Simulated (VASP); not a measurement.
# CsPbBr3 (Pnma) in VASP: a series of runs

Runs on CsPbBr3. Level: PBE. Tasks: relaxation of cell and atoms.

Program: VASP 6.6.1. These are calculated values, not measurements. Logs are shortened: lines on timing, memory, paths and dates and some standing lists are left out, and cuts for length are marked.

### Step 1. The structure

Symmetry: Pnma, No. 62, orthorhombic system. The conventional cell has a = 8.244 Å, b = 11.735 Å, c = 8.198 Å, α = 90.00°, β = 90.00°, γ = 90.00°. Cs (site symmetry m) has 8 Br at 3.68 to 4.15 Å as nearest neighbours. Around Pb (site symmetry -1) lie 6 Br at 2.96 Å. Br (site symmetry 1) has 2 Pb at 2.96 Å as nearest neighbours. Br (site symmetry m) is surrounded by 2 Pb at 2.96 Å.

### Step 2. Relaxation of cell and atoms, PBE

INCAR reads:

```
SYSTEM = CsPbBr3
PREC = Accurate
ENCUT = 300
EDIFF = 1E-6
ISMEAR = 0
SIGMA = 0.03
LREAL = .FALSE.
LASPH = .TRUE.
NELM = 80
ALGO = Normal
ISIF = 3
LWAVE = .FALSE.
LCHARG = .FALSE.
GGA = PE
IBRION = 2
NSW = 90
EDIFFG = -0.01
```

KPOINTS reads:

```
regular mesh
0
G
  2 2 2
  0 0 0
```

POSCAR reads:

```
CsPbBr3
1.0
    8.2440000000      0.0000000000      0.0000000000
    0.0000000000     11.7351000000      0.0000000000
    0.0000000000      0.0000000000      8.1982000000
Cs Pb Br
4 4 12
Direct
    0.5310000000      0.2500000000      0.0070200000
    0.9690000000      0.7500000000      0.5070200000
    0.0310000000      0.2500000000      0.4929800000
    0.4690000000      0.7500000000      0.9929800000
    0.0000000000      0.5000000000      0.0000000000
    0.5000000000      0.5000000000      0.5000000000
    0.5000000000      0.0000000000      0.5000000000
    0.0000000000      0.0000000000      0.0000000000
    0.2934700000      0.4761100000      0.2060700000
    0.2065300000      0.5238900000      0.7060700000
    0.7934700000      0.0238900000      0.2939300000
    0.7065300000      0.9761100000      0.7939300000
    0.7065300000      0.5238900000      0.7939300000
    0.7934700000      0.4761100000      0.2939300000
    0.2065300000      0.9761100000      0.7060700000
    0.2934700000      0.0238900000      0.2060700000
    0.0037000000      0.7500000000      0.0455000000
    0.4963000000      0.2500000000      0.5455000000
    0.5037000000      0.7500000000      0.4545000000
    0.9963000000      0.2500000000      0.9545000000
```

Potentials or basis: VASP PAW PBE potentials, release 64 (Cs_sv, Pb, Br).

Command:

```bash
cat potpaw_PBE.64/Cs_sv/POTCAR potpaw_PBE.64/Pb/POTCAR potpaw_PBE.64/Br/POTCAR > POTCAR
mpirun -np 4 vasp_std > vasp.out
```

OUTCAR:

```text
SYSTEM = CsPbBr3
   PREC = Accurate
   ENCUT = 300
   EDIFF = 1E-6
   ISMEAR = 0
   LREAL = .FALSE.
   LASPH = .TRUE.
   NELM = 80
   ISIF = 3
   GGA = PE
   IBRION = 2
   NSW = 90
   EDIFFG = -0.01

 ion  position               nearest neighbor table
   1  0.531  0.250  0.007-
   2  0.969  0.750  0.507-
   3  0.031  0.250  0.493-
   4  0.469  0.750  0.993-
   5  0.000  0.500  0.000-  17 2.96  20 2.96  10 2.96  14 2.96  13 2.96   9 2.96
   6  0.500  0.500  0.500-  18 2.96  19 2.96   9 2.96  13 2.96  10 2.96  14 2.96
   7  0.500  0.000  0.500-  18 2.96  19 2.96  12 2.96  16 2.96  15 2.96  11 2.96
   8  0.000  0.000  0.000-  17 2.96  20 2.96  11 2.96  15 2.96  12 2.96  16 2.96
   9  0.293  0.476  0.206-   6 2.96   5 2.96
  10  0.207  0.524  0.706-   5 2.96   6 2.96
  11  0.793  0.024  0.294-   8 2.96   7 2.96
  12  0.707  0.976  0.794-   7 2.96   8 2.96
  13  0.707  0.524  0.794-   6 2.96   5 2.96
  14  0.793  0.476  0.294-   5 2.96   6 2.96
  15  0.207  0.976  0.706-   8 2.96   7 2.96
  16  0.293  0.024  0.206-   7 2.96   8 2.96
  17  0.004  0.750  0.045-   5 2.96   8 2.96
  18  0.496  0.250  0.545-   6 2.96   7 2.96
  19  0.504  0.750  0.455-   6 2.96   7 2.96
  20  0.996  0.250  0.955-   5 2.96   8 2.96

  LATTYP: Found a simple orthorhombic cell.
 ALAT       =     8.1982000000
 B/A-ratio  =     1.0055865922
 C/A-ratio  =     1.4314239711

  Lattice vectors:

 A1 = (   0.0000000000,   0.0000000000,   8.1982000000)
 A2 = (   8.2440000000,   0.0000000000,   0.0000000000)
 A3 = (   0.0000000000,  11.7351000000,   0.0000000000)

Analysis of symmetry for initial positions (statically):
=====================================================================
 Subroutine PRICEL returns:
 Original cell was already a primitive cell.

 Routine SETGRP: Setting up the symmetry group for a
 simple orthorhombic supercell.

 Subroutine GETGRP returns: Found  8 space group operations
 (whereof  2 operations were pure point group operations)
 out of a pool of  8 trial point group operations.

The static configuration has the point symmetry S_2 .
 The point group associated with its full space group is D_2h.

Analysis of symmetry for dynamics (positions and initial velocities):
=====================================================================
 Subroutine PRICEL returns:
 Original cell was already a primitive cell.

 Routine SETGRP: Setting up the symmetry group for a
 simple orthorhombic supercell.

 Subroutine GETGRP returns: Found  8 space group operations
 (whereof  2 operations were pure point group operations)
 out of a pool of  8 trial point group operations.

The dynamic configuration has the point symmetry S_2 .
 The point group associated with its full space group is D_2h.

 Subroutine INISYM returns: Found  8 space group operations
 (whereof  2 operations are pure point group operations),
 and found     1 'primitive' translations

----------------------------------------------------------------------------------------

                                     Primitive cell

  volume of cell :     793.1280

  direct lattice vectors                    reciprocal lattice vectors
     8.244000000  0.000000000  0.000000000     0.121300340  0.000000000  0.000000000
     0.000000000 11.735100000  0.000000000     0.000000000  0.085214442  0.000000000
     0.000000000  0.000000000  8.198200000     0.000000000  0.000000000  0.121977995

  length of vectors
     8.244000000 11.735100000  8.198200000     0.121300340  0.085214442  0.121977995

  position of ions in fractional coordinates (direct lattice)
     0.531000000  0.250000000  0.007020000
     0.969000000  0.750000000  0.507020000
     0.031000000  0.250000000  0.492980000
     0.469000000  0.750000000  0.992980000
     0.000000000  0.500000000  0.000000000
     0.500000000  0.500000000  0.500000000
[... 12 lines left out ...]
     0.503700000  0.750000000  0.454500000
     0.996300000  0.250000000  0.954500000

  ion indices of the primitive-cell ions
[... 35 lines left out ...]
[... 46 lines left out ...]
  volume/ion in A,a.u.               =      39.66       267.61
  Fermi-wavevector in a.u.,A,eV,Ry     =   0.909508  1.718722 11.254814  0.827205
  Thomas-Fermi vector in A             =   2.033561
   LORBIT       =      0    0 simple, 1 ext, 2 COOP (PROOUT), +10 PAW based schemes
   GGA     = PE    functional components
   LHFCALC =     F    Hartree Fock is set to
   AEXX    =    0.0000 exact exchange contribution
   IVDW    =     0    specifies the selected vdW correction
   LEPSILON=     F    determine dielectric tensor
   LRPA    =     F    only Hartree local field effects (RPA)
 conjugate gradient relaxation of ions
 non-spin polarized calculation
 Gauss-broadening in eV      SIGMA  =   0.03
  energy-cutoff  :      300.00
  volume of cell :      793.13
 maximum number of plane-waves:      9404
 NGX is ok and might be reduce to    48
   NGX = 23   NGY = 33   NGZ = 23

--------------------------------------- Ionic step        1  -------------------------------------------

 number of electron     135.9999999 magnetization

 Free energy of the ion-electron system (eV)
  ---------------------------------------------------
  ext. energy  EPLUGINS =         0.00000000
  ---------------------------------------------------
  free energy    TOTEN  =       -63.71683436 eV

  energy without entropy =      -63.71683436  energy(sigma->0) =      -63.71683436

------------------------ aborting loop because EDIFF is reached ----------------------------------------

  FORCE on cell =-STRESS in cart. coord.  units (eV):
  Direction    XX          YY          ZZ          XY          YZ          ZX
  --------------------------------------------------------------------------------------
  -------------------------------------------------------------------------------------
  Total        6.8925185      7.3661937      6.8127667      0.0000000      0.0000000      0.0000000
  in kB       13.9233980     14.8802569     13.7622933      0.0000000      0.0000000      0.0000000
  external PRESSURE =      14.1886494 kB  Pullay stress =       0.0000000 kB
[... 143 lines left out ...]
  FREE ENERGIE OF THE ION-ELECTRON SYSTEM (eV)
  ---------------------------------------------------
  free  energy   TOTEN  =       -63.9284879603 eV

  energy  without entropy=      -63.9284879603  energy(sigma->0) =      -63.92848796

[... ionic steps 4 to 23 ...]

--------------------------------------- Ionic step       24  -------------------------------------------

 number of electron     136.0000043 magnetization

------------------------ aborting loop because EDIFF is reached ----------------------------------------
[... 103 lines left out ...]
--------------------------------------- Ionic step       26  -------------------------------------------

 number of electron     136.0000051 magnetization

 Free energy of the ion-electron system (eV)
  ---------------------------------------------------
  ext. energy  EPLUGINS =         0.00000000
  ---------------------------------------------------
  free energy    TOTEN  =       -63.99184336 eV

  energy without entropy =      -63.99184336  energy(sigma->0) =      -63.99184336

 E-fermi :   0.2240     XC(G=0):  -7.4948

 val. band max:        0.0119835076   @ k =   0.0000   0.0000   0.0000
 cond. band min:       2.1281947814   @ k =   0.0000   0.0000   0.0000
 fundamental gap:      2.1162112737
 Fermi energy:         0.2239803524

 k-point     1 :       0.0000    0.0000    0.0000
  band No.  band energies     occupation
      1     -20.4252      2.00000
      2     -20.4241      2.00000
      3     -20.4224      2.00000
      4     -20.4216      2.00000
      5     -13.9011      2.00000
      6     -13.7739      2.00000
[... 653 lines left out ...]
     79       4.9646      0.00000
     80       4.9646      0.00000
 [bands above 80 left out]

------------------------ aborting loop because EDIFF is reached ----------------------------------------

  FORCE on cell =-STRESS in cart. coord.  units (eV):
  Direction    XX          YY          ZZ          XY          YZ          ZX
  --------------------------------------------------------------------------------------
  -------------------------------------------------------------------------------------
  Total       -0.1095903     -0.1944390      0.0479932      0.0000000      0.0000000      0.0000000
  in kB       -0.2106290     -0.3737054      0.0922413      0.0000000      0.0000000      0.0000000
  external PRESSURE =      -0.1640310 kB  Pullay stress =       0.0000000 kB
[... 35 lines left out ...]
  FREE ENERGIE OF THE ION-ELECTRON SYSTEM (eV)
  ---------------------------------------------------
  free  energy   TOTEN  =       -63.9918433625 eV

  energy  without entropy=      -63.9918433625  energy(sigma->0) =      -63.99184336

 reached required accuracy - stopping structural energy minimisation
```

Wall time 11 min (4 MPI ranks of Intel Xeon 6975P-C (Granite Rapids), shared host); peak memory 0.26 GiB.

What came out:

* Free energy: -63.9918 eV
* Relaxed volume: 41.68 Å³/atom
* Relaxed cell: a = 8.543 Å, b = 11.918 Å, c = 8.188 Å, α = 90.00°, β = 90.00°, γ = 90.00°
* Space group after relaxing (to 0.05 Å): Pnma (No. 62)
* Energy gained by relaxing: 13.8 meV/atom
* Ionic steps: 26
* Pressure after relaxing: 0.0 GPa
* Largest force after relaxing: 0.009 eV/Å
* Band gap on the k mesh: 2.12 eV, direct

Forces on the atoms (eV/Å):
```
Cs  -0.008  0.000 -0.001
Cs   0.008  0.000 -0.001
Cs  -0.008  0.000  0.001
Cs   0.008  0.000  0.001
Pb   0.000  0.000  0.000
Pb   0.000  0.000  0.000
Pb   0.000  0.000  0.000
Pb   0.000  0.000  0.000
Br  -0.004 -0.002  0.008
Br   0.004  0.002  0.008
Br  -0.004  0.002 -0.008
Br   0.004 -0.002 -0.008
Br   0.004  0.002 -0.008
Br  -0.004 -0.002 -0.008
Br   0.004 -0.002  0.008
Br  -0.004  0.002  0.008
Br  -0.004  0.000  0.001
Br   0.004  0.000  0.001
Br  -0.004  0.000 -0.001
Br   0.004  0.000 -0.001
```

Step by step:
| step | energy change (eV) | largest force (eV/Å) | pressure (GPa) | volume (Å³) |
| --- | --- | --- | --- | --- |
| 1 | 0.0000 | 0.0840 | 1.42 | 793.13 |
| 2 | -0.2054 | 0.0518 | 0.22 | 834.13 |
| 3 | -0.2117 | 0.0478 | -0.02 | 843.57 |
| 4 | -0.2116 | 0.0481 | 0.01 | 842.54 |
| 5 | -0.2129 | 0.0478 | 0.01 | 842.43 |
| 6 | -0.2166 | 0.0463 | 0.01 | 842.12 |
| 7 | -0.2236 | 0.0428 | 0.01 | 841.48 |
| 8 | -0.2357 | 0.0335 | 0.01 | 840.22 |
| 9 | -0.2497 | 0.0414 | 0.02 | 837.67 |
| 10 | -0.2539 | 0.0291 | -0.04 | 839.51 |
| 11 | -0.2540 | 0.0274 | -0.06 | 839.87 |
| 12 | -0.2554 | 0.0315 | 0.06 | 834.67 |
| 13 | -0.2555 | 0.0281 | 0.03 | 835.80 |
| 14 | -0.2588 | 0.0242 | 0.03 | 835.45 |
| 15 | -0.2613 | 0.0269 | 0.01 | 834.70 |
| 16 | -0.2634 | 0.0266 | -0.01 | 835.12 |
| 17 | -0.2649 | 0.0335 | -0.05 | 835.91 |
| 18 | -0.2665 | 0.0259 | 0.01 | 833.35 |
| 19 | -0.2668 | 0.0204 | 0.05 | 831.47 |
| 20 | -0.2685 | 0.0175 | 0.03 | 832.01 |
| 21 | -0.2702 | 0.0363 | -0.01 | 833.45 |
| 22 | -0.2721 | 0.0304 | -0.01 | 833.39 |
| 23 | -0.2738 | 0.0187 | -0.01 | 833.26 |
| 24 | -0.2746 | 0.0080 | 0.02 | 831.82 |
| 25 | -0.2746 | 0.0093 | 0.02 | 832.05 |
| 26 | -0.2750 | 0.0090 | -0.02 | 833.61 |

Final structure:
```yaml
crystal:
  lattice:
    - [8.54283, 0.00000, 0.00000]
    - [0.00000, 11.91799, 0.00000]
    - [0.00000, 0.00000, 8.18766]
  atoms:
    - { symbol: Cs, position: [0.56189, 0.25000, 0.01759] }
    - { symbol: Cs, position: [0.93811, 0.75000, 0.51759] }
    - { symbol: Cs, position: [0.06189, 0.25000, 0.48241] }
    - { symbol: Cs, position: [0.43811, 0.75000, 0.98241] }
    - { symbol: Pb, position: [0.00000, 0.50000, 0.00000] }
    - { symbol: Pb, position: [0.50000, 0.50000, 0.50000] }
    - { symbol: Pb, position: [0.50000, 0.00000, 0.50000] }
    - { symbol: Pb, position: [0.00000, 0.00000, 0.00000] }
    - { symbol: Br, position: [0.29781, 0.46395, 0.19830] }
    - { symbol: Br, position: [0.20219, 0.53605, 0.69830] }
    - { symbol: Br, position: [0.79781, 0.03605, 0.30170] }
    - { symbol: Br, position: [0.70219, 0.96395, 0.80170] }
    - { symbol: Br, position: [0.70219, 0.53605, 0.80170] }
    - { symbol: Br, position: [0.79781, 0.46395, 0.30170] }
    - { symbol: Br, position: [0.20219, 0.96395, 0.69830] }
    - { symbol: Br, position: [0.29781, 0.03605, 0.19830] }
    - { symbol: Br, position: [0.01255, 0.75000, 0.06945] }
    - { symbol: Br, position: [0.48745, 0.25000, 0.56945] }
    - { symbol: Br, position: [0.51255, 0.75000, 0.43055] }
    - { symbol: Br, position: [0.98745, 0.25000, 0.93055] }
```

Levels at points of the mesh, in eV from the valence-band top:
| k point | band 64 | band 65 | band 66 | band 67 | band 68 | band 69 | band 70 | band 71 | band 72 | band 73 |
| --- | --- | --- | --- | --- | --- | --- | --- | --- | --- | --- |
| (0.00, 0.00, 0.00) | -1.15 | -1.01 | -0.92 | -0.53 | 0.00 | 2.12 | 2.17 | 2.26 | 2.47 | 2.67 |
| (0.50, 0.00, 0.00) | -1.22 | -1.02 | -1.02 | -0.71 | -0.71 | 2.49 | 2.49 | 3.59 | 3.59 | 3.75 |
| (0.00, 0.50, 0.00) | -1.25 | -1.03 | -1.03 | -0.41 | -0.41 | 2.30 | 2.30 | 2.46 | 2.46 | 3.60 |
| (0.50, 0.50, 0.00) | -1.25 | -0.99 | -0.99 | -0.99 | -0.99 | 3.71 | 3.71 | 3.71 | 3.71 | 3.81 |
| (0.00, 0.00, 0.50) | -1.21 | -1.12 | -1.12 | -0.75 | -0.75 | 2.48 | 2.48 | 3.63 | 3.63 | 3.67 |
| (0.50, 0.00, 0.50) | -1.19 | -0.96 | -0.96 | -0.53 | -0.53 | 2.47 | 2.47 | 2.53 | 2.53 | 2.89 |
| (0.00, 0.50, 0.50) | -1.22 | -1.10 | -1.10 | -1.09 | -1.09 | 3.69 | 3.69 | 3.72 | 3.72 | 3.80 |
| (0.50, 0.50, 0.50) | -1.24 | -0.89 | -0.89 | -0.89 | -0.89 | 2.69 | 2.69 | 2.69 | 2.69 | 3.87 |

Caveat: spin-orbit coupling is left out, which as a rule narrows the gap of such compounds by several tenths of an eV. A k mesh can miss the band edges.

[end of part 1 of 2]
